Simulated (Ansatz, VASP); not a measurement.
**One calculation of Pt, two programs**

INCAR

```
SYSTEM = Pt
PREC = Accurate
ENCUT = 520
EDIFF = 1E-6
ISMEAR = 0
SIGMA = 0.027000000000000003
LREAL = .FALSE.
LASPH = .TRUE.
NELM = 60
ALGO = Normal
ISIF = 2
LWAVE = .FALSE.
LCHARG = .FALSE.
GGA = PE
NBANDS = 11
```

File KPOINTS:

```
regular mesh
0
G
  12 12 12
  0 0 0
```

File POSCAR:

```
Pt
1.0
    0.0000000000      1.9609000000      1.9609000000
    1.9609000000      0.0000000000      1.9609000000
    1.9609000000      1.9609000000      0.0000000000
Pt
1
Direct
    0.0000000000      0.0000000000      0.0000000000
```

File input.yaml:

```yaml
crystal:
  lattice:
    - [0.0, 1.9609, 1.9609]
    - [1.9609, 0.0, 1.9609]
    - [1.9609, 1.9609, 0.0]
  atoms:
    - { symbol: Pt, position: [0.0, 0.0, 0.0] }
kpoints:
  mp_grid: { grid: [12, 12, 12] }
scf:
  occupations: { method: gaussian, width: 0.027 }
hamiltonian:
  xc: pbe
  pseudopotentials: { kind: all_electron, lapw: { basis_error: 0.001 } }
output:
  forces: true
  stress: true
  eigenvalues: true
```

Alike in both runs: task single point; functional PBE; k mesh 12 × 12 × 12; occupations gaussian, width 0.027 eV; no spin polarisation.

|  | VASP | Ansatz |
| --- | --- | --- |
| version | VASP 6.6.1 | Ansatz 0.2.0 |
| potentials or method | VASP PAW PBE potentials, release 64 (Pt) | all-electron LAPW, scalar-relativistic |
| plane-wave cutoff (eV) | 520 | see its input |

|  | VASP | Ansatz | Ansatz less VASP |
| --- | --- | --- | --- |
| gap on the k mesh at the Fermi level (eV) | none | none | - |
| pressure (GPa) | 9.7 | 10.2 | +0.48 |

A gap of «none» marks a metal or a gap that the smearing closes. Ansatz ran all-electron here, so the differences hold the error of VASP's frozen core and of both bases.

The runs have no spin-orbit coupling, so splittings on Pt are missing.
